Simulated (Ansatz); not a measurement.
# 2H-CrSTe monolayer in a perpendicular field, part 3 of 4

Wanted: the out-of-plane response of the 2H-CrSTe monolayer. A positive field points along +c.

Ansatz 0.2.0; plane-wave DFT, PBE-D3(BJ), Ansatz PAW (the session's first sound run).

So far. Step 7 (Single point, field 0.25 V/Å): The dipole is -0.0112 e·Å, 0.0705 e·Å from its value without field, and the gap 0.329 eV. Step 8 (Atoms held, field -0.25 V/Å): The dipole is -0.152 e·Å, -0.0703 e·Å from its value without field, and the gap 0.381 eV.

## Step 9: Response, atoms held

This step: plane-wave DFT, PBE-D3(BJ), Ansatz PAW; response to a field along the normal, atoms held (Ansatz 0.2.0).

The dipoles give the slope, and the difference of two potentials shows where the field is screened.

Numbers from this step:

* equivalent conductor thickness p/(ε₀AE): 5.617 Å
* distance between the outer atoms: 3.183 Å

Dipole of the cell against applied field:

| applied field (V/Å) | dipole of the cell (e·Å) |
| --- | --- |
| -0.250 | -0.152 |
| -0.030 | -0.0902 |
| 0.000 | -0.0817 |
| 0.030 | -0.0733 |
| 0.150 | -0.0395 |
| 0.250 | -0.0112 |

Local field over the applied field, running mean. From the potentials at -0.03 and 0.03 V/Å; running mean over 2.5 Å. Local field over applied field against z:

z (Å), local field over applied field and a bar:
```
     4.12      0.998 ##############################
     4.41      0.997 ##############################
     4.85      0.993 ##############################
     5.15      0.986 ##############################
     5.59      0.967 #############################
     5.88      0.943 ############################
     6.18      0.904 ###########################
     6.62      0.809 ########################
     6.91      0.721 #####################
     7.21      0.622 ##################
     7.65      0.468 ##############
     7.94      0.366 ###########
     8.38      0.223 ######
     8.68      0.143 ####
     8.97      0.085 ##
     9.41      0.047 #
     9.71      0.038 
    10.00      0.031 
    10.44      0.025 
    10.74      0.029 
    11.18      0.049 #
    11.47      0.067 #
    11.77      0.094 ##
    12.21      0.174 #####
    12.50      0.256 #######
    12.80      0.353 ##########
    13.24      0.509 ###############
    13.53      0.612 ##################
    13.97      0.758 #######################
    14.27      0.841 #########################
    14.56      0.902 ###########################
    15.00      0.957 #############################
    15.30      0.976 #############################
    15.59      0.987 ##############################
    16.03      0.995 ##############################
    16.33      0.997 ##############################
    16.77      0.999 ##############################
    17.06      0.999 ##############################
```

Electrons, planar mean, per unit field. Table of induced electron density by z:

| z (Å) | induced electron density (e/Å³ per V/Å) |
| --- | --- |
| 4.12 | 6.4e-6 |
| 4.41 | 1.3e-5 |
| 4.85 | 3.3e-5 |
| 5.15 | 6.3e-5 |
| 5.59 | 1.6e-4 |
| 5.88 | 2.8e-4 |
| 6.18 | 4.9e-4 |
| 6.62 | 0.00108 |
| 6.91 | 0.00173 |
| 7.21 | 0.00258 |
| 7.65 | 0.00354 |
| 7.94 | 0.00310 |
| 8.38 | 8.3e-4 |
| 8.68 | 5.7e-4 |
| 8.97 | 7.0e-4 |
| 9.41 | 5.1e-4 |
| 9.71 | 1.4e-4 |
| 10.00 | -8.0e-4 |
| 10.44 | -6.0e-4 |
| 10.74 | 6.5e-4 |
| 11.18 | 2.5e-4 |
| 11.47 | 2.5e-5 |
| 11.77 | -7.2e-4 |
| 12.21 | -7.7e-4 |
| 12.50 | -0.00114 |
| 12.80 | -0.00272 |
| 13.24 | -0.00360 |
| 13.53 | -0.00282 |
| 13.97 | -0.00146 |
| 14.27 | -8.6e-4 |
| 14.56 | -4.9e-4 |
| 15.00 | -2.0e-4 |
| 15.30 | -1.1e-4 |
| 15.59 | -5.8e-5 |
| 16.03 | -2.2e-5 |
| 16.33 | -1.2e-5 |
| 16.77 | -4.3e-6 |
| 17.06 | -2.2e-6 |

The smaller of the gaps on the path and on the k-mesh, counted as 0 under 0.03 eV. Table of gap by applied field:

| applied field (V/Å) | gap (eV) |
| --- | --- |
| -0.250 | 0.381 |
| -0.030 | 0.358 |
| 0.000 | 0.355 |
| 0.030 | 0.352 |
| 0.150 | 0.339 |
| 0.250 | 0.329 |

By hand: between -0.03 and 0.03 V/Å the dipole changes by 0.01689 e·Å, a slope of 0.2815 e·Å²/V. A perfect conductor of thickness t has p = ε₀AEt, so t = 180.95 × 0.2815 / 9.068 = 5.62 Å (e/ε₀ = 180.95 V·Å, A in Å²).

The induced dipole is that of a conductor 5.62 Å thick.

## Step 10: Field on, atoms free, field 0.1 V/Å

This step: plane-wave DFT, PBE-D3(BJ), Ansatz PAW (Ansatz 0.2.0).

Now the atoms may follow the field. A weak field makes forces of meV/Å to tens of meV/Å, so the force tolerance is set well below the usual one.

input.yaml

```yaml
crystal:
  lattice:
    - [3.2358179164, 0.0, 0.0]
    - [-1.6179089582, 2.8023005176, 0.0]
    - [0.0, 0.0, 21.1827851295]
  atoms:
    - { symbol: Te, position: [0.3333333333, 0.6666666667, 0.4248733084] }
    - { symbol: Cr, position: [0.0, 0.0, 0.5108385285] }
    - { symbol: S, position: [0.3333333333, 0.6666666667, 0.5751266916] }
kpoints:
  mp_grid: { grid: [12, 12, 1] }
hamiltonian:
  xc: pbe
  dispersion: d3bj
scf:
  occupations: { method: fermi_dirac, width: 0.02585 }
  convergence: { dr2_threshold: 1.0e-10 }
efield:
  axis: 3
  dipole_correction: true
  ramp_position: 0.97
  ramp_width: 0.06
  amplitude: 0.1
relax:
  f_tol: 0.001
  max_steps: 60
output:
  write_potential: true
  write_density: true
  volumetric_format: npy
```

Started as:

```console
$ ansatz run input.yaml --threads 4 --pin off --max-ram 6144MiB --backend cpu --events-out ev --progress --plain --runs-dir out
```

Numbers of over 12 decimals in the logs are rounded to 6 here.

The log of the run:

```text
[...]
Crystal: 3 atoms, lattice volume = 192.080 Å³
Basis set: ecut = 420 eV, 3827 PW (Γ), exchange–correlation on 48×48×288 points (8 copies of the dense FFT grid, shifted against one another)
Bands: 22, of which v1, the nominal top of the filled ones, is band 18 counted from 1 (17 counted from 0)
Symmetry: 6 space group operations
[...]
k-points: 19 of 144 (time reversal used)
[...]
SCF iter   1: F=—  HF=-11264.236081 eV  |F-HF|=—  |Δ(HF+E_count)|=         —  Δρ=8.75e-2  dr2=1.78e1  ethr=3.10e-3  p=0.029 e·Å  D=2.71e-2 V/Å  ΔV_dip=-0.57 eV  dr2_dipole=2.05e-1  V_vac-E_F(+/−)=5.14/3.79 eV  ⟨swp⟩=10.8  Hψ=2619  notcnv=0
[...]
SCF iter  14: F=-11261.598704 eV  HF=-11261.598704 eV  |F-HF|=1.62e-10  |Δ(HF+E_count)|=  1.13e-10  Δρ=1.01e-7  dr2=2.78e-11  ethr=1.00e-12  p=-0.054 e·Å  D=-5.05e-2 V/Å  ΔV_dip=1.07 eV  dr2_dipole=9.27e-13  V_vac-E_F(+/−)=6.26/3.27 eV  ⟨swp⟩=6.2  Hψ=2419  notcnv=0
SCF 1 converged in 14 iterations: F = -11261.598704 eV  dr2 = 2.78e-11
[...]
relax step   1: F+E_penalty+E_count = -11261.59870443 eV  Δ(F+E_penalty+E_count) = +0.000e0 eV  max|allowed force component| = 1.592e-2 eV/Å  Δτ_max = 0.0000 Å  (14 SCF iters, accepted)
[...]
SCF iter   9: F=-11261.598710 eV  HF=-11261.598710 eV  |F-HF|=1.27e-11  |Δ(HF+E_count)|=  1.82e-12  Δρ=6.64e-8  dr2=9.00e-12  ethr=1.00e-12  p=-0.053 e·Å  D=-5.04e-2 V/Å  ΔV_dip=1.07 eV  dr2_dipole=1.87e-13  V_vac-E_F(+/−)=6.26/3.27 eV  ⟨swp⟩=7.6  Hψ=2150  notcnv=0
SCF 2 converged in 9 iterations: F = -11261.598710 eV  dr2 = 9.00e-12
relax step   2: F+E_penalty+E_count = -11261.59871009 eV  Δ(F+E_penalty+E_count) = -5.662e-6 eV  max|allowed force component| = 3.228e-3 eV/Å  Δτ_max = 0.0006 Å  (9 SCF iters, accepted)
SCF iter   1: F=—  HF=-11261.598742 eV  |F-HF|=—  |Δ(HF+E_count)|=         —  Δρ=2.10e-5  dr2=1.28e-6  ethr=4.80e-8  p=-0.053 e·Å  D=-5.04e-2 V/Å  ΔV_dip=1.07 eV  dr2_dipole=6.03e-9  V_vac-E_F(+/−)=6.26/3.27 eV  ⟨swp⟩=2.1  Hψ=860  notcnv=0
[...]
SCF iter   8: F=-11261.598711 eV  HF=-11261.598711 eV  |F-HF|=2.18e-11  |Δ(HF+E_count)|=  2.18e-11  Δρ=4.70e-8  dr2=6.06e-12  ethr=1.00e-12  p=-0.054 e·Å  D=-5.04e-2 V/Å  ΔV_dip=1.07 eV  dr2_dipole=1.13e-12  V_vac-E_F(+/−)=6.26/3.27 eV  ⟨swp⟩=8.0  Hψ=2153  notcnv=0
SCF 3 converged in 8 iterations: F = -11261.598711 eV  dr2 = 6.06e-12
relax step   3: F+E_penalty+E_count = -11261.59871073 eV  Δ(F+E_penalty+E_count) = -6.391e-7 eV  max|allowed force component| = 1.443e-3 eV/Å  Δτ_max = 0.0003 Å  (8 SCF iters, accepted)
SCF iter   1: F=—  HF=-11261.598726 eV  |F-HF|=—  |Δ(HF+E_count)|=         —  Δρ=5.24e-6  dr2=8.44e-8  ethr=2.43e-9  p=-0.054 e·Å  D=-5.04e-2 V/Å  ΔV_dip=1.07 eV  dr2_dipole=1.54e-9  V_vac-E_F(+/−)=6.26/3.27 eV  ⟨swp⟩=3.0  Hψ=1251  notcnv=0
[...]
SCF iter   7: F=-11261.598711 eV  HF=-11261.598711 eV  |F-HF|=1.82e-11  |Δ(HF+E_count)|=  3.27e-11  Δρ=7.02e-8  dr2=4.89e-12  ethr=1.00e-12  p=-0.054 e·Å  D=-5.04e-2 V/Å  ΔV_dip=1.07 eV  dr2_dipole=1.14e-13  V_vac-E_F(+/−)=6.26/3.27 eV  ⟨swp⟩=6.3  Hψ=2235  notcnv=0
SCF 4 converged in 7 iterations: F = -11261.598711 eV  dr2 = 4.89e-12
relax step   4: F+E_penalty+E_count = -11261.59871083 eV  Δ(F+E_penalty+E_count) = -9.941e-8 eV  max|allowed force component| = 2.661e-6 eV/Å  Δτ_max = 0.0001 Å  (7 SCF iters, accepted)
[...]
the band table was solved once a step of the walk had ended and its energy, with any forces and stress, was formed, with the checks that follow a solve (2350 applications of the Hamiltonian). They found nothing against the state; the energy, forces and stress were not computed again (output.eigenvalues in the input reference)
[...]
SCF converged after 7 iterations
Free energy (F): -11261.598711 eV
[...]
Internal energy: -11261.598691 eV  (E = F + TS)
E sigma→0 (E₀):  -11261.598701 eV
Entropy (-TS):   -0.000020 eV (-0.007 meV/atom)
Fermi energy:    0.204874 eV
Dipole field:    D = -0.050408 V/Å  (p = -0.053508 e·Å, saw-weighted, corrected)
Work function:   not extracted (applied field tilts the vacuum); planar V_es + V_field profile in the machine report
[...]
--- Band table (eV; the first three rows and the last of 19) ---
  k-point 0: bands = [... 14 lower, -2.3296, -0.8754, -0.8754, 0.0258, 2.3238, 2.3238, 3.2529, 3.7188]
  k-point 1: bands = [... 14 lower, -2.3127, -1.0162, -0.9364, 0.0015, 2.0997, 2.2954, 2.9071, 3.4019]
  k-point 2: bands = [... 14 lower, -2.2968, -1.5105, -1.0487, -0.1623, 1.5300, 1.8482, 2.1006, 3.1298]
  k-point 18: bands = [... 14 lower, -3.6545, -3.4839, -1.7405, -0.4309, 0.3737, 1.2181, 1.5630, 2.9408]
--- Relaxed structure (4 steps of the walk, 4 accepted, 0 SCFs on fresh bases) ---
  F+E_penalty+E_count = -11261.59871083 eV   max|allowed force component| = 2.661e-6 eV/Å
  atoms:
    - { symbol: Te, position: [0.333333, 0.666667, 0.424884] }
    - { symbol: Cr, position: [0, -3.701440252078071e-17, 0.510814] }
    - { symbol: S, position: [0.333333, 0.666667, 0.575141] }
```

Wall time 5.9 s (4 threads of Intel Xeon Platinum 8488C (Sapphire Rapids), shared host); peak memory 0.54 GiB; 21 s of CPU time.

No atom moved by 0.005 Å in the relaxation.

Numbers from this step:

```yaml
dipole_along_the_normal: -0.05351 e·Å
```

The relaxation took 4 steps and lowered the energy by 6.4e-6 eV; the largest force on the free atoms ends at 3.0e-6 eV/Å.

The dipole is -0.0535 e·Å, 0.0282 e·Å from its value without field, and the gap on the mesh 0.348 eV.

## Step 11: Relaxing in the field, field -0.1 V/Å

The opposite sign, again from the field-free geometry; the difference of the two cancels what relaxes without a field.

Edit input.yaml of step 10 so:

```diff
@@ -22,3 +22,3 @@
   ramp_width: 0.06
-  amplitude: 0.1
+  amplitude: -0.1
 relax:
```

The log of the run:

```text
[...]
Crystal: 3 atoms, lattice volume = 192.080 Å³
Basis set: ecut = 420 eV, 3827 PW (Γ), exchange–correlation on 48×48×288 points (8 copies of the dense FFT grid, shifted against one another)
Bands: 22, of which v1, the nominal top of the filled ones, is band 18 counted from 1 (17 counted from 0)
Symmetry: 6 space group operations
[...]
k-point 18: bands = [... 14 lower, -3.6366, -3.4559, -1.7123, -0.3997, 0.4041, 1.2492, 1.5927, 2.9748]
--- Relaxed structure (3 steps of the walk, 3 accepted, 0 SCFs on fresh bases) ---
  F+E_penalty+E_count = -11261.61505273 eV   max|allowed force component| = 6.928e-4 eV/Å
  atoms:
    - { symbol: Te, position: [0.333333, 0.666667, 0.424854] }
    - { symbol: Cr, position: [0, -3.700651916520753e-17, 0.510842] }
    - { symbol: S, position: [0.333333, 0.666667, 0.575143] }
[key lines of the parts left out:]
SCF converged after 8 iterations
Free energy (F): -11261.615053 eV
Fermi energy:    0.226588 eV
Dipole field:    D = -0.103532 V/Å  (p = -0.109900 e·Å, saw-weighted, corrected)
```

Elapsed: 4.7 s, on 4 threads; peak memory 0.52 GiB; 17 s of CPU time.

Hardly anything moved in the relaxation; the energy changed by under 0.2 meV an atom.

This step gave:

```yaml
dipole_along_the_normal: -0.1099 e·Å
```

The relaxation took 3 steps and lowered the energy by 2.0e-6 eV; the largest force on the free atoms ends at 6.9e-4 eV/Å.

The dipole is -0.110 e·Å, -0.0282 e·Å from its value without field, and the gap on the mesh 0.366 eV.

## Step 12: Response, atoms relaxed

This step: plane-wave DFT, PBE-D3(BJ), Ansatz PAW; response to a field along the normal, atoms relaxed (Ansatz 0.2.0).

The same analysis on the two relaxed runs holds the ionic part too; their mesh is coarser, so small differences from the held value can come from that.

Numbers from this step:

| Property | Result |
| --- | --- |
| equivalent conductor thickness p/(ε₀AE) | 5.627 Å |
| distance between the outer atoms | 3.184 Å |

The dipole of the cell by applied field:

| applied field (V/Å) | dipole of the cell (e·Å) |
| --- | --- |
| -0.1000 | -0.110 |
| 0.1000 | -0.0535 |

Local field over the applied field, running mean. From the potentials at -0.1 and 0.1 V/Å; running mean over 2.5 Å. Local field over applied field against z:

| z (Å) | local field over applied field |
| --- | --- |
| 4.5 | 0.996 |
| 5.0 | 0.990 |
| 5.5 | 0.973 |
| 6.0 | 0.931 |
| 6.5 | 0.847 |
| 7.0 | 0.703 |
| 7.5 | 0.505 |
| 8.0 | 0.356 |
| 8.5 | 0.167 |
| 9.0 | 0.0456 |
| 9.5 | 0.0276 |
| 10.0 | 0.0587 |
| 10.5 | 0.0256 |
| 11.0 | 0.0595 |
| 11.5 | 0.0957 |
| 12.0 | 0.134 |
| 12.5 | 0.239 |
| 13.0 | 0.412 |
| 13.5 | 0.597 |
| 14.0 | 0.764 |
| 14.5 | 0.890 |
| 15.0 | 0.957 |
| 15.5 | 0.984 |
| 16.0 | 0.994 |
| 16.5 | 0.998 |
| 17.0 | 0.999 |

Electrons, planar mean, per unit field. The induced electron density by z:

| z (Å) | induced electron density (e/Å³ per V/Å) |
| --- | --- |
| 4.12 | 6.6e-6 |
| 4.56 | 1.7e-5 |
| 5.00 | 4.6e-5 |
| 5.44 | 1.2e-4 |
| 5.88 | 2.8e-4 |
| 6.33 | 6.3e-4 |
| 6.77 | 0.00132 |
| 7.21 | 0.00239 |
| 7.65 | 0.00294 |
| 8.09 | 9.5e-4 |
| 8.53 | -0.00685 |
| 8.97 | -3.0e-4 |
| 9.41 | 0.00881 |
| 9.86 | 0.00222 |
| 10.30 | 0.00599 |
| 10.89 | -0.00211 |
| 11.33 | -0.00617 |
| 11.77 | -0.00161 |
| 12.21 | -0.00109 |
| 12.65 | -0.00202 |
| 13.09 | -0.00374 |
| 13.53 | -0.00285 |
| 13.97 | -0.00146 |
| 14.42 | -6.5e-4 |
| 14.86 | -2.7e-4 |
| 15.30 | -1.1e-4 |
| 15.74 | -4.2e-5 |
| 16.18 | -1.6e-5 |
| 16.62 | -6.0e-6 |
| 17.06 | -2.3e-6 |

The induced dipole is that of a conductor 5.63 Å thick.

## Step 13: Same geometry, cutoff 420 eV, functional LDA

This step: plane-wave DFT, LDA, Ansatz PAW (Ansatz 0.2.0).

The geometry is kept and the functional is LDA; other changes against the main runs: SCF threshold 1.0e-10 → 1.0e-09 eV, k-mesh 18×18×1 → 6×6×1 and no dispersion term, which doesn't act on the electrons.

input.yaml, the sections that differ from step 11:

```yaml
kpoints:
  mp_grid: { grid: [6, 6, 1] }
hamiltonian:
  xc: lda
scf:
  occupations: { method: fermi_dirac, width: 0.02585 }
  convergence: { dr2_threshold: 1.0e-09 }
efield:
  axis: 3
  dipole_correction: true
  ramp_position: 0.97
  ramp_width: 0.06
  amplitude: 0.1
# crystal, output: as in step 11
# relax: removed
```

The log of the run:

```text
[...]
Crystal: 3 atoms, lattice volume = 192.080 Å³
Basis set: ecut = 420 eV, 3827 PW (Γ)
Bands: 22, of which v1, the nominal top of the filled ones, is band 18 counted from 1 (17 counted from 0)
Symmetry: 6 space group operations
[...]
k-points: 7 of 36 (time reversal used)
[...]
SCF iter   1: F=—  HF=-11023.423985 eV  |F-HF|=—  |Δ(HF+E_count)|=         —  Δρ=8.83e-2  dr2=1.76e1  ethr=3.10e-3  p=0.029 e·Å  D=2.71e-2 V/Å  ΔV_dip=-0.57 eV  dr2_dipole=1.75e-1  V_vac-E_F(+/−)=5.47/4.12 eV  ⟨swp⟩=10.7  Hψ=943  notcnv=0
[...]
SCF iter  13: F=-11020.723692 eV  HF=-11020.723692 eV  |F-HF|=5.28e-11  |Δ(HF+E_count)|=  1.67e-10  Δρ=4.22e-7  dr2=3.05e-10  ethr=2.78e-12  p=-0.051 e·Å  D=-4.82e-2 V/Å  ΔV_dip=1.02 eV  dr2_dipole=1.02e-11  V_vac-E_F(+/−)=6.51/3.57 eV  ⟨swp⟩=4.1  Hψ=486  notcnv=0
SCF 1 converged in 13 iterations: F = -11020.723692 eV  dr2 = 3.05e-10
[...]
SCF converged after 13 iterations
Free energy (F): -11020.723692 eV
[...]
Internal energy: -11020.723642 eV  (E = F + TS)
E sigma→0 (E₀):  -11020.723667 eV
Entropy (-TS):   -0.000050 eV (-0.017 meV/atom)
Fermi energy:    -0.086285 eV
Dipole field:    D = -0.048219 V/Å  (p = -0.051185 e·Å, saw-weighted, corrected)
Work function:   not extracted (applied field tilts the vacuum); planar V_es + V_field profile in the machine report
[...]
--- Band table (eV; the first three rows and the last of 7) ---
  k-point 0: bands = [... 14 lower, -2.5883, -1.1540, -1.1540, -0.2430, 2.0791, 2.0791, 3.1698, 3.4068]
  k-point 1: bands = [... 14 lower, -2.5525, -1.7697, -1.3252, -0.4225, 1.2375, 1.5658, 1.8481, 2.8374]
  k-point 2: bands = [... 14 lower, -2.7536, -2.2323, -1.2278, -1.0319, 0.4061, 0.9020, 1.7236, 2.6221]
  k-point 6: bands = [... 14 lower, -3.9011, -3.7033, -1.9831, -0.7127, 0.0883, 0.9494, 1.2943, 2.6642]
```

Elapsed: 1.2 s, on 4 threads; peak memory 0.48 GiB.

Numbers from this step:

```
dipole along the normal : -0.05118 e·Å
```

The dipole is -0.0512 e·Å.

## Step 14: Same geometry, cutoff 420 eV, functional LDA (run 2)

The same run in the opposite field.

Edit input.yaml of step 13 so:

```diff
@@ -21,3 +21,3 @@
   ramp_width: 0.06
-  amplitude: 0.1
+  amplitude: -0.1
 output:
```

The log of the run:

```text
[...]
Crystal: 3 atoms, lattice volume = 192.080 Å³
Basis set: ecut = 420 eV, 3827 PW (Γ)
Bands: 22, of which v1, the nominal top of the filled ones, is band 18 counted from 1 (17 counted from 0)
Symmetry: 6 space group operations
[...]
k-points: 7 of 36 (time reversal used)
[...]
--- Band table (eV; the first three rows and the last of 7) ---
  k-point 0: bands = [... 14 lower, -2.5650, -1.1249, -1.1249, -0.2354, 2.0971, 2.0971, 3.4471, 3.4471]
  k-point 1: bands = [... 14 lower, -2.5305, -1.7325, -1.2947, -0.4090, 1.2749, 1.5834, 1.8697, 2.8743]
  k-point 2: bands = [... 14 lower, -2.7320, -2.1973, -1.1963, -1.0133, 0.4407, 0.9300, 1.7522, 2.6524]
  k-point 6: bands = [... 14 lower, -3.8838, -3.6767, -1.9567, -0.6826, 0.1173, 0.9795, 1.3227, 2.6986]
[key lines of the parts left out:]
SCF converged after 13 iterations
Free energy (F): -11020.739567 eV
Fermi energy:    -0.067941 eV
Dipole field:    D = -0.101309 V/Å  (p = -0.107540 e·Å, saw-weighted, corrected)
```

Wall time 1.3 s (4 threads); peak memory 0.48 GiB.

The dipole is -0.108 e·Å.

## Step 15: Response at this level

This step: plane-wave DFT, LDA, Ansatz PAW; response to a field along the normal, atoms held (Ansatz 0.2.0).

The two signs of the field give the slope at this level.

Numbers from this step:

```yaml
equivalent_conductor_thickness_p_eps_0ae: 5.623 Å
distance_between_the_outer_atoms: 3.183 Å
```

The induced dipole is that of a conductor 5.62 Å thick.

## Step 16: Same geometry, cutoff 420 eV, functional PBE

This step: plane-wave DFT, PBE, Ansatz PAW (Ansatz 0.2.0).

The geometry is kept and the functional is PBE; other changes against the main runs: SCF threshold 1.0e-10 → 1.0e-09 eV, k-mesh 18×18×1 → 6×6×1 and no dispersion term, which doesn't act on the electrons.

Edit input.yaml of step 14 so:

```diff
@@ -12,3 +12,3 @@
 hamiltonian:
-  xc: lda
+  xc: pbe
 scf:
@@ -21,3 +21,3 @@
   ramp_width: 0.06
-  amplitude: -0.1
+  amplitude: 0.1
 output:
```

The log of the run:

```text
[...]
Crystal: 3 atoms, lattice volume = 192.080 Å³
Basis set: ecut = 420 eV, 3827 PW (Γ)
Bands: 22, of which v1, the nominal top of the filled ones, is band 18 counted from 1 (17 counted from 0)
Symmetry: 6 space group operations
[...]
k-points: 7 of 36 (time reversal used)
[...]
--- Band table (eV; the first three rows and the last of 7) ---
  k-point 0: bands = [... 14 lower, -2.3325, -0.8762, -0.8762, 0.0275, 2.3260, 2.3260, 3.2527, 3.7159]
  k-point 1: bands = [... 14 lower, -2.2998, -1.5120, -1.0491, -0.1609, 1.5275, 1.8492, 2.1022, 3.1272]
  k-point 2: bands = [... 14 lower, -2.4998, -1.9885, -0.9651, -0.7658, 0.6845, 1.1713, 2.0077, 2.8942]
  k-point 6: bands = [... 14 lower, -3.6554, -3.4846, -1.7406, -0.4323, 0.3708, 1.2169, 1.5628, 2.9387]
[key lines of the parts left out:]
SCF converged after 13 iterations
Free energy (F): -11260.647915 eV
Fermi energy:    0.190186 eV
Dipole field:    D = -0.050486 V/Å  (p = -0.053590 e·Å, saw-weighted, corrected)
```

It took 1.2 s on 4 threads; peak memory 0.47 GiB; 4.1 s of CPU time.

The dipole is -0.0536 e·Å.

(Continued in part 4 of 4.)

[Logs are printed without paths, hosts, clocks, repeated set-up lines and the standing remarks that a program may print on its own settings, such as how far it seeks lower states.]

[Hosts, paths, dates, database ids (printed as entryN), source tags and the programs' standing remarks are cut or masked in the printed files.]

[Maps of the electrostatic potential energy from Ansatz leave out the sawtooth potential of an applied field or a dipole correction, so their vacuum need not be flat; planar profiles and work functions include it.]
